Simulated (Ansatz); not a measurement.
An input for Ansatz 0.2.0 (Ga4P3N (quasi-random alloy, started on the GaP lattice) (P1)):

```yaml
crystal:
  lattice:
    - [-5.1720698227, 5.1221296664, -5.1618321197]
    - [5.1709630415, 5.1330390847, 5.1738483192]
    - [5.1524989673, -5.134145866, -5.1542774638]
  atoms:
    - { symbol: Ga, position: [-0.0055407507, -0.0012591672, -0.0031440747] }
    - { symbol: Ga, position: [0.2490559126, 0.5035991128, 0.2938092581] }
    - { symbol: Ga, position: [0.5257460106, -0.0012485533, 0.4953411122] }
    - { symbol: Ga, position: [0.7943053946, 0.5062378865, 0.7460375796] }
    - { symbol: Ga, position: [0.7486324702, 0.2495044373, 0.0032308896] }
    - { symbol: Ga, position: [0.0100303118, 0.7567072845, 0.2556857644] }
    - { symbol: Ga, position: [0.2526592221, 0.2798525961, 0.5030630618] }
    - { symbol: Ga, position: [0.4771775851, 0.7221061209, 0.7582090363] }
    - { symbol: Ga, position: [0.4937856281, 0.5262530459, -0.0017537568] }
    - { symbol: Ga, position: [0.7098768078, -0.0349980478, 0.2382402406] }
    - { symbol: Ga, position: [0.0253137384, 0.4964773335, 0.5263534121] }
    - { symbol: Ga, position: [0.2533401664, 0.0057422494, 0.7470102522] }
    - { symbol: Ga, position: [0.2453024989, 0.7097548889, -0.0303518757] }
    - { symbol: Ga, position: [0.5053244, 0.2573799081, 0.250789929] }
    - { symbol: Ga, position: [0.7524454058, 0.7891908206, 0.5052993541] }
    - { symbol: Ga, position: [-0.0294562364, 0.246859349, 0.7163039195] }
    - { symbol: P, position: [0.0044699684, 0.2591929069, -0.0012707143] }
    - { symbol: P, position: [0.257758945, 0.7425133457, 0.2455446887] }
    - { symbol: P, position: [0.5103846205, 0.2568532998, 0.5069453931] }
    - { symbol: P, position: [0.740418097, 0.7422237305, 0.7426276744] }
    - { symbol: P, position: [0.7501857447, 0.506262666, -0.0072348416] }
    - { symbol: P, position: [-0.0094512542, 0.0053903856, 0.2547796857] }
    - { symbol: "N", position: [0.2507290327, 0.5055086109, 0.521029174] }
    - { symbol: P, position: [0.5012419253, -0.0149031674, 0.7437590622] }
    - { symbol: "N", position: [0.4846679845, 0.7396004553, -0.0078344479] }
    - { symbol: P, position: [0.7576461012, 0.2440409062, 0.2609024459] }
    - { symbol: P, position: [-0.004076669, 0.743664584, 0.5032570517] }
    - { symbol: P, position: [0.2409734713, 0.2587494136, 0.7459538966] }
    - { symbol: P, position: [0.2500103955, -0.0141750726, -0.0036186508] }
    - { symbol: P, position: [0.498575069, 0.5156418491, 0.2569821389] }
    - { symbol: "N", position: [0.7471430253, 0.0054116061, 0.4916597141] }
    - { symbol: "N", position: [0.0113249774, 0.491865215, 0.7423936272] }
kpoints:
  mp_grid: { grid: [2, 2, 2] }
hamiltonian:
  xc: lda
scf:
  occupations: { method: fixed }
gw:
  n_empty_bands: 245
  ecut_chi: 34
  qp_bands: [v4, c4]
  qp_kpoints: band_edges
  screening: { model: contour_deformation }
```

```sh
ansatz run input.yaml --threads 3 --pin off --max-ram 92160MiB --backend cuda --events-out ev --progress --plain --runs-dir out --devices 1 --max-vram 13GiB  # rebuilt from the run's record
```

How long will it take on 1 × NVIDIA H100 80GB HBM3 (shared by 6 runs) with 3 threads of AMD EPYC 7R13 (Zen 3), shared host, and how much memory?

It took 34 s; on shared hardware allow 17 s to 68 s. Peak host memory was 1.9 GiB. The sizes that set the cost: 10701 plane waves a state, 8 irreducible k points, 389 bands summed, 233 plane waves in the screening and 9 SCF cycles.

The screening grows as filled bands × empty bands × pairs of k points, times the square of the screening basis for the matrix.

[Paths, hosts, dates, memory and timing lines, banners, echoed tables and standing remarks are left out of the program output.]

[Logs are printed without paths, hosts, clocks, repeated set-up lines and the standing remarks that a program may print on its own settings, such as how far it seeks lower states.]

[Runs of the session that timed out or met a known fault of the program may be left out.]

[Cells called generated may have been cut or substituted from an entry of the Crystallography Open Database or the Materials Project.]

[Hosts, paths, dates, database ids (printed as entryN), source tags and the programs' standing remarks are cut or masked in the printed files.]
